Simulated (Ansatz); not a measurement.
Input for Ansatz (plane-wave DFT, PAW):

```yaml
crystal:
  lattice:
    - [-2.51664075, 2.51664075, 2.51664075]
    - [2.51664075, -2.51664075, 2.51664075]
    - [2.51664075, 2.51664075, -2.51664075]
  atoms:
    - { symbol: Sr, position: [0.0, 0.0, 0.0] }
basis:
  ecutwfc: 420
kpoints:
  mp_grid: { grid: [12, 12, 12] }
hamiltonian:
  xc: pbesol
scf:
  occupations: { method: gaussian, width: 0.1 }
output:
  forces: true
  stress: true
  eigenvalues: true
```

Run as
```bash
ansatz run input.yaml --threads 1 --pin off --max-ram 1331MiB --backend cpu --events-out ev --progress --plain --runs-dir out
```

All numbers below come from DFT PBEsol, scalar-relativistic, plane waves, PAW (Ansatz 0.2.0).

From the run's log, abridged:

```
Pseudopotentials: kind: paw
Pseudopotential: Sr, paw, valence charge 10, recommended cutoff 420 eV (normal)
Functional definition: PBEsol
Crystal: 1 atom, lattice volume = 63.756 Å³
Basis set: ecut = 420 eV, 1253 PW (Γ), exchange–correlation on 60×60×60 points (8 copies of the dense FFT grid, shifted against one another)
Bands: 9, of which v1, the nominal top of the filled ones, is band 5 counted from 1 (4 counted from 0)
Symmetry: 48 space group operations
Space group: Im-3m (ITA 229), of the structure as read, at distance tolerance 4.0e-5 Å
k-points: 72 of 1728
Initial density: superposition of atomic densities (neutral atoms: chi_scale 0, normalization atom), corrected by the library's trained network
Initial wavefunctions: pseudopotential atomic-orbital guess
Functional: x = pbesol(κ = 0.804, μ = 0.12345679), c = pbesol(β = 0.046)
SCF iter   1: F=—  HF=-3492.123471 eV  |F-HF|=—  |Δ(HF+E_count)|=         —  Δρ=1.14e-3  dr2=2.82e-4  ethr=1.77e-3  ⟨swp⟩=6.9  Hψ=5702  notcnv=0
SCF iter   2: F=—  HF=-3492.124132 eV  |F-HF|=—  |Δ(HF+E_count)|=   6.62e-4  Δρ=5.13e-4  dr2=8.55e-5  ethr=2.82e-6  ⟨swp⟩=3.4  Hψ=1851  notcnv=0
SCF iter   3: F=—  HF=-3492.124209 eV  |F-HF|=—  |Δ(HF+E_count)|=   7.66e-5  Δρ=1.30e-4  dr2=8.62e-6  ethr=8.55e-7  ⟨swp⟩=1.0  Hψ=653  notcnv=0
SCF iter   4: F=—  HF=-3492.124211 eV  |F-HF|=—  |Δ(HF+E_count)|=   2.44e-6  Δρ=2.49e-5  dr2=5.55e-7  ethr=8.62e-8  ⟨swp⟩=1.0  Hψ=659  notcnv=0
SCF iter   5: F=-3492.124212 eV  HF=-3492.124212 eV  |F-HF|=4.15e-9  |Δ(HF+E_count)|=   1.90e-7  Δρ=9.01e-6  dr2=3.49e-8  ethr=5.55e-9  ⟨swp⟩=2.1  Hψ=917  notcnv=0
SCF iter   6: F=-3492.124212 eV  HF=-3492.124212 eV  |F-HF|=2.27e-9  |Δ(HF+E_count)|=  1.54e-10  Δρ=4.96e-6  dr2=6.71e-9  ethr=3.49e-10  ⟨swp⟩=4.1  Hψ=3212  notcnv=0
SCF 1 converged in 6 iterations: F = -3492.124212 eV  dr2 = 6.71e-9
SCF converged after 6 iterations
Free energy (F): -3492.124212 eV
Harris-Foulkes:  -3492.124212 eV  (|F-HF|=2.27e-9)
Internal energy: -3492.115089 eV  (E = F + TS)
E sigma→0 (E₀):  -3492.119651 eV
Entropy (-TS):   -0.009122 eV (-9.122 meV/atom)
Fermi energy:    4.073808 eV
--- Per-component energies (eV) ---
  E_band       = -148.432396
  E_kinetic    = 240.054976
  E_local      = -811.925489  (includes V_loc(G=0)·N_el)
  E_nonlocal   = 204.184513
  E_hartree    = 209.294427
  E_xc         = -168.734988
  E_vxc        = -157.607555  (∫ρ·V_xc dr)
  E_paw        = -2644.551241  (= ΣΔE_a)
  E_vpaw       = -41.726264  (= ΣTr[D̂ρ^β])
  E_aug_tail   = -0.000001  (compensation charges beyond the density's cutoff)
  E_ewald      = -520.571634
  E_core_change = 0.134347  (= ΣΔE_core)
  E_smearing   = -0.009122  (= −TS)
--- Forces (eV/Å), atoms counted from 1 ---
  atom   1  Sr     0.00000000     0.00000000     0.00000000
--- Stress (GPa, compression-positive) ---
       -1.854470       0.000000       0.000000
        0.000000      -1.854470       0.000000
        0.000000       0.000000      -1.854470
  P = ⅓ Tr σ = -1.8545 GPa (-18.545 kbar)
--- Band table (eV; the first three rows and the last of 72) ---
  k-point 0: bands = ["-32.7913", "-14.7063", "-14.7063", "-14.7063", "0.6163", "6.2233", "6.2233", "6.2233", "7.3959"]
  k-point 1: bands = ["-32.7908", "-14.7143", "-14.7090", "-14.7063", "0.7195", "6.1345", "6.1588", "6.3191", "7.2680"]
  k-point 2: bands = ["-32.7894", "-14.7360", "-14.7164", "-14.7062", "1.0215", "5.8824", "5.9153", "6.6030", "7.1309"]
  k-point 71: bands = ["-32.7778", "-14.7921", "-14.7921", "-14.7921", "4.0845", "4.0845", "7.0838", "7.0838", "7.0838"]
```

The run converged.